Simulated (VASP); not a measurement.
# Settings for TaAs: self-consistent run

TaAs, P1 (no. 1), 4 atoms in the cell. PBE; PAW potentials Ta_pv, As (PBE set). VASP 6.6.1. The atoms are moved at random off their ideal places.

Wanted: energy within 1 meV/atom; forces within 0.005 eV/Å; pressure within 0.1 GPa.

POSCAR:
```
TaAs
1.0
   -1.7218133622      1.7218133622      5.8679415361
    1.7218133622     -1.7218133622      5.8679415361
    1.7218133622      1.7218133622     -5.8679415361
Ta As
2 2
Direct
    0.4926400000      0.4958860000     -0.0122560000
    0.2495380000      0.7500890000      0.5001010000
    0.0830540000      0.0799790000      0.0013980000
    0.8385820000      0.3419480000      0.5095850000
```

## One numerical tag moved

| One numerical tag moved | Energy less reference (meV/atom) | Forces, largest deviation (eV/Å) | Pressure (GPa) | SCF iterations | Time (s) |
|---|---|---|---|---|---|
| default | 0.0 | 0.0000 | 2.78 | 14 | 471 |
| NDAV = 2 | 0.0 | 0.0000 | 2.78 | 14 | 433 |
| DEPER = 0.6 | 0.0 | 0.0000 | 2.78 | 16 | 474 |
| EBREAK = 0.0001 | 0.0 | 0.0001 | 2.78 | 18 | 463 |
| LDIAG = F | 0.0 | 0.0000 | 2.78 | 14 | 462 |
| LCORR = F | 0.0 | 0.0001 | 2.78 | 14 | 440 |
| LASYNC = T | 0.0 | 0.0000 | 2.78 | 14 | 467 |
| NDAV = 8 | 0.0 | 0.0000 | 2.78 | 14 | 431 |
| DEPER = 0.05 | 0.0 | 0.0000 | 2.78 | 14 | 521 |

## Question

For each series: keep the first row unless others stay within half of the tolerance and take at least 30 % less time, and then take the fastest.

## Answer

- one numerical tag moved: default

## The input

INCAR:
```
PREC = Accurate
ENCUT = 520
EDIFF = 1E-7
ISMEAR = 0
SIGMA = 0.02
LREAL = F
LASPH = T
ALGO = Normal
NELM = 100
ISIF = 2
LWAVE = F
LCHARG = F
```

KPOINTS:
```
k-points
0
Gamma
  9 9 9
```

Commands:
```
cat potpaw_PBE.64/Ta_pv/POTCAR potpaw_PBE.64/As/POTCAR > POTCAR
mpirun -np 1 vasp_std > vasp.out
```

The chosen input took VASP 6.6.1 471 s on 1 core (Intel Xeon 6975P-C (Granite Rapids)), a shared host.

## An input that fails: LMAXPAW = -1 without LASPH

It runs to its end, but against the unchanged starting input it is off by 12.1 meV/atom in the energy, 0.0088 eV/Å in the forces, 0.63 GPa in the pressure.

Changes against the starting input:
```
- LASPH = True
+ LASPH = False
+ LMAXPAW = -1
```
